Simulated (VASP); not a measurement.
Ag2O under changes of volume

One of the cells (17.853 Å³/atom); the others are scaled copies at fixed shape and fractional positions:

```
Ag O
1.0
     4.74925    0.00000    0.00000
     0.00000    4.74925    0.00000
     0.00000    0.00000    4.74925
Ag O
4 2
Cartesian
  3.5619 1.1873 3.5619
  3.5619 3.5619 1.1873
  1.1873 3.5619 3.5619
  1.1873 1.1873 1.1873
  2.3746 2.3746 2.3746
  0.0000 0.0000 0.0000
```

* Program: VASP 6.6.1
* Functional: PBEsol
* Potentials or basis: VASP PAW PBE potentials, release 64 (Ag, O)
* Cutoff: 520 eV
* k mesh: 6 × 6 × 6
* Occupations: fermi-dirac, width 0.05 eV
* Spin: no spin polarisation

```tsv
volume (Å³/atom)	energy over the lowest point (meV/atom)	pressure (GPa)
16.453	13.98	5.3
16.803	4.64	3.0
17.153	0.00	1.0
17.853	2.76	-2.4
18.204	9.22	-3.7
18.554	?	?
```

Question: What does the run at 18.554 Å³/atom give?

Answer: Energy over the lowest point 18.56 meV/atom; pressure -5.0 GPa.

Worked out: A Birch-Murnaghan fit of order 3 (a polynomial in V^(-2/3)) to the other rows has its minimum at 17.37 Å³/atom with B0 = V·E''(V) = 87 GPa and B' = 5.3. It gives 18.52 meV/atom at 18.554 Å³/atom, against the run's 18.56, and -dE/dV = -4.9 GPa, against -5.0.

Energies are extrapolated to zero smearing.

Caveats: the PAW data sets were made with another functional, which shifts forces and pressure a little.
